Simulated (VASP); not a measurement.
Input of a VASP 6.6.1 run:

Contents of POSCAR:

```
BaS
1.0
    3.8337582655      0.0000000000      0.0000000000
    0.0000000000      3.8337582655      0.0000000000
    0.0000000000      0.0000000000      3.8337582655
Ba S
1 1
Direct
    0.0000000000      0.0000000000      0.0000000000
    0.5000000000      0.5000000000      0.5000000000
```

The input INCAR.step1:

```
SYSTEM = BaS
PREC = Accurate ; ENCUT = 520
ISMEAR = 0 ; SIGMA = 0.2
LREAL = .FALSE. ; LASPH = .TRUE.
NELM = 100 ; NBANDS = 15
GGA = PE ; ALGO = Normal
EDIFF = 1E-4 ; LWAVE = .TRUE.
LCHARG = .FALSE.
```

The input INCAR.step2:

```
SYSTEM = BaS
PREC = Accurate ; ENCUT = 520
EDIFF = 1E-6 ; ISMEAR = 0
SIGMA = 0.2 ; LREAL = .FALSE.
LASPH = .TRUE. ; NELM = 100
ALGO = Normal ; ISIF = 2
LWAVE = .FALSE. ; LCHARG = .FALSE.
METAGGA = R2SCAN ; LMIXTAU = .TRUE.
NBANDS = 15 ; ISTART = 1
```

KPOINTS

```
Automatic mesh
0
G
  4 4 4
  0 0 0
```

Potentials or basis: VASP PAW PBE potentials, release 64 (Ba_sv, S).

Command:

```sh
$ cat potpaw_PBE.64/Ba_sv/POTCAR potpaw_PBE.64/S/POTCAR > POTCAR
$ cp INCAR.step1 INCAR
$ mpirun -np 1 vasp_std > vasp.out
$ cp INCAR.step2 INCAR
$ mpirun -np 1 vasp_std > vasp.out
```

Question: Estimate the pressure.

Answer: 1.0 GPa.

Question: What does it give for the band gap on the k mesh?

Answer: 1.80 eV, indirect (least direct gap 1.90 eV).

Caveat: the PAW data sets were made with another functional, which shifts forces and pressure a little; spin-orbit coupling is left out, which moves the levels of the heavy elements. A k mesh can miss the band edges.
